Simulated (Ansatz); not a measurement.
Set up this calculation in Ansatz 0.2.0, as the native input.

```
Task                : single point
Functional          : PBE
Potentials or basis : all-electron LAPW, scalar-relativistic
Cutoff              : 275 eV (chosen from the basis error)
Basis error allowed : 0.001 eV/atom
k mesh              : 11 × 11 × 11
Occupations         : fermi-dirac, width 0.05 eV
Spin                : no spin polarisation
```

Ta:

```
CELL_PARAMETERS angstrom
-1.68468 1.66667 1.58250
1.73883 -1.65739 1.63101
1.65819 1.63151 -1.57305
ATOMIC_POSITIONS crystal
Ta 0.00140 0.97651 0.99604
```

The cell isn't the ideal one: cell strained at random at fixed volume.

The input as run:

input.yaml

```yaml
crystal:
  lattice:
    - [-1.68468, 1.66667, 1.582497]
    - [1.738826, -1.657391, 1.63101]
    - [1.658194, 1.631506, -1.573053]
  atoms:
    - { symbol: Ta, position: [0.001403, -0.023495, -0.003958] }
kpoints:
  mp_grid: { grid: [11, 11, 11] }
scf:
  occupations: { method: fermi_dirac, width: 0.05 }
hamiltonian:
  xc: pbe
  pseudopotentials: { kind: all_electron, lapw: { basis_error: 0.001 } }
output:
  forces: true
  stress: true
  eigenvalues: true
  populations: true
```

Potentials or basis: all-electron LAPW, scalar-relativistic.

Run with:

```bash
$ ansatz run input.yaml --threads 1 --pin off --max-ram 3072MiB --backend cpu --events-out ev --progress --plain --runs-dir out
```

Results of the run:

| Property | Result |
| --- | --- |
| Pressure | 3.3 GPa |
| Band gap on the k mesh | none (metal or under the smearing width) |

Wall time 68 s on 1 thread of Arm Neoverse V2 (shared host), peak memory 0.89 GiB.
